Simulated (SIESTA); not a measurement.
Runs of SIESTA 5.4.2 on NaF (Villiaumite). Symmetry: Fm-3m, No. 225, cubic system. The conventional cell has a = 4.640 Å, b = 4.640 Å, c = 4.640 Å, α = 90.00°, β = 90.00°, γ = 90.00°. Na (site symmetry m-3m) has 6 F at 2.32 Å as nearest neighbours. Around F (site symmetry m-3m) lie 6 Na at 2.32 Å. 

| task | level | potentials or basis | energy shift | gap on the mesh (eV) | pressure (GPa) | V0 of scaled cells (Å³/atom) | B0 (GPa) |
| --- | --- | --- | --- | --- | --- | --- | --- |
| band structure | PBEsol | PseudoDojo 0.4 standard (PBEsol files), DZP (energy shift 0.003 Ry; two zetas on semicore shells) | 0.003 Ry | 6.10 | -0.7 | - | - |
| equation of state | PBE | PseudoDojo 0.4 standard (PBE files), DZP (energy shift 0.002 Ry; radii capped at 9.5 bohr) | 0.002 Ry | - | - | 12.92 | (b) |
| single point | PBE | PseudoDojo 0.4 standard (PBE files), DZP (energy shift 0.002 Ry; radii capped at 9.5 bohr) | 0.002 Ry | 6.22 | 1.6 | - | - |
| band structure | LDA | PseudoDojo 0.4 standard (LDA files), DZP (energy shift 0.003 Ry; two zetas on semicore shells) | 0.003 Ry | 5.87 | -5.0 | - | - |
| equation of state | PBEsol | PseudoDojo 0.4 standard (PBEsol files), DZP (energy shift 0.003 Ry; two zetas on semicore shells) | 0.003 Ry | - | - | 12.30 | (a) |

Alike in all rows: no spin polarisation; cell as given; k mesh 10 × 10 × 10; smearing fermi-dirac 0.05 eV; grid cutoff 800 Ry.

Problem. Estimate the missing entries.

Solution. (a) 51; (b) 44.

Caveats: the basis of atomic orbitals isn't converged, which shifts pressures, moduli and gaps; semicore shells carry a single zeta, which can move pressures by several GPa and volumes by a few percent (some runs).

A k mesh can miss the band edges.

Not every run made on this cell is shown here.
